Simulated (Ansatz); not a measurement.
**CaF2 (Fm-3m): volume and gaps against pressure**

```
CELL_PARAMETERS angstrom
2.71038 2.71038 0.00000
-2.71038 2.71038 0.00000
0.00000 2.71038 2.71038
ATOMIC_POSITIONS crystal
Ca 0.00000 0.00000 0.00000
F 0.25000 0.75000 0.50000
F 0.75000 0.25000 0.50000
```

This is the zero-pressure cell under PBEsol. Cell and atoms are relaxed by PAW (default files of Ansatz 0.2.0, cutoff 420 eV, stress met within about 0.05 GPa) at each pressure, in this structure whether or not another phase would take over; P is the pressure reached, less that of this cell. Levels come from PBEsol, all-electron LAPW in Ansatz 0.2.0, scalar-relativistic; k mesh 8×8×8, fixed occupations, basis error target 0.5 meV/atom. Conduction levels are in eV over the valence top (at X), at fixed fractional wave vectors. Zone-centre phonons come from finite displacements by PAW, without the LO-TO term.

```tsv
P (GPa)	V/V₀	Γ	X	L	T1u TO (cm⁻¹)	T2g (cm⁻¹)
-1.96	1.0243	7.098	8.026	9.347	232.5	306.6
0.00	1.0000	7.237	8.090	9.451	248.9	318.8
2.00	?	?	?	?	?	?
4.00	0.9588	7.487	8.198	9.630	277.9	340.9
7.00	0.9331	7.652	8.267	9.744	297.0	355.8
10.00	0.9106	7.804	8.327	9.845	314.2	369.5
15.01	0.8786	8.031	8.415	9.992	340.1	390.4
```

Task: Fit the third-order Birch-Murnaghan equation to the rows shown.

Result: With f = [(V₀/V)^(2/3) − 1]/2, the normalised pressure F = P/[3f(1 + 2f)^(5/2)] is 85.8 GPa at f = -0.0079, 87.4 GPa at f = 0.0142, 88.0 GPa at f = 0.0236, 88.6 GPa at f = 0.0322, 89.5 GPa at f = 0.0451. The line F = B₀[1 + (3/2)(B′ − 4)f] gives B₀ = 86.3 GPa and B′ = 4.5.

Task: What are the volume deformation potentials and pressure coefficients of these levels at zero pressure?

Result: 

| level | dE/dlnV (eV) | dE/dP = −(dE/dlnV)/B₀ (meV/GPa) | mean slope up to 4.0 GPa (meV/GPa) |
| --- | --- | --- | --- |
| Γ | -5.84 | 67.6 | 62.4 |
| X | -2.62 | 30.3 | 27.1 |
| L | -4.29 | 49.7 | 44.8 |

dE/dlnV is the slope of a cubic fit in ln V at V₀. The last column is read from two rows and shows how the slope bends with pressure.

Task: What mode Grüneisen parameters follow?

Result: γ = −d ln ω/d ln V at V₀ from a quadratic fit in ln V: T1u 2.74, T2g 1.61.

Task: What belongs in the row at 2.00 GPa?

Result: The fits give V/V₀ = 0.9782 and Γ = 7.367 eV. Computed: V/V₀ = 0.9782, Γ = 7.367, X = 8.147, L = 9.545, T1u TO (cm⁻¹) = 264.1, T2g (cm⁻¹) = 330.2.

Known limits: no other phase was computed; many crystals of this kind change structure within this range, and rows or crossings beyond such a change describe a metastable lattice; the frozen-core PAW files of the relaxations were fitted under PBE, their cores solved anew for this functional; semilocal gaps are low, and the spacing of valleys can be off by tenths of an eV; levels are read at fixed fractional k, so an edge that moves off these points is missed.
